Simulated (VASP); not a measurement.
Here is a VASP 6.6.1 calculation.

The input INCAR:

```
PREC     = Accurate       # precision mode
ENCUT    = 600            # plane-wave cutoff, eV
EDIFF    = 1E-6           # SCF threshold, eV
ISMEAR   = 0              # smearing method
SIGMA    = 0.02           # smearing width, eV
LREAL    = F              # projectors in reciprocal space
LASPH    = T              # aspherical terms in the spheres
NELM     = 60             # most SCF steps
ALGO     = Fast           # electronic algorithm
ISIF     = 3              # what is computed and relaxed
LWAVE    = F              # write WAVECAR
LCHARG   = F              # write CHGCAR
GGA      = PE             # functional
IBRION   = 2              # ionic algorithm
NSW      = 100            # ionic steps
EDIFFG   = -0.01          # ionic threshold
```

Contents of KPOINTS:

```
regular mesh
0
Gamma
  9 9 10
```

The input POSCAR:

```
C
1.0
    4.4579283922      0.0000000000      0.0000000000
   -2.2289641961      3.8606792359      0.0000000000
    0.0000000000      0.0000000000      2.5306124304
C
6
Direct
    0.8957457768      0.4478728884      0.2500000000
    0.4478728884      0.8957457768      0.7500000000
    0.4478728884      0.5521271116      0.7500000000
    0.1042542232      0.5521271116      0.7500000000
    0.5521271116      0.4478728884      0.2500000000
    0.5521271116      0.1042542232      0.2500000000
```

Potentials or basis: VASP PAW PBE potentials, release 64 (C).

Launch:

```sh
$ cat potpaw_PBE.64/C/POTCAR > POTCAR
$ mpirun -np 1 vasp_std > vasp.out
```

Q: Predict the space group after relaxing (to 0.05 Å).

A: P6_3/mmc (No. 194).

Q: Estimate the band gap on the k mesh.

A: 2.25 eV, direct.

Q: Predict the relaxed volume.

A: 7.26 Å³/atom.

Q: What does it give for the relaxed cell?

A: a = 4.458 Å, b = 4.458 Å, c = 2.530 Å, α = 90.00°, β = 90.00°, γ = 120.00°.

Final structure:
```
C
1.0
     4.45763    0.00000    0.00000
    -2.22882    3.86042    0.00000
     0.00000    0.00000    2.52992
C
6
Direct
  0.89588 0.44794 0.25000
  0.44794 0.89588 0.75000
  0.44794 0.55206 0.75000
  0.10412 0.55206 0.75000
  0.55206 0.44794 0.25000
  0.55206 0.10412 0.25000
```

Caveat: an odd mesh through Γ misses points on the zone boundary, where band edges often lie.
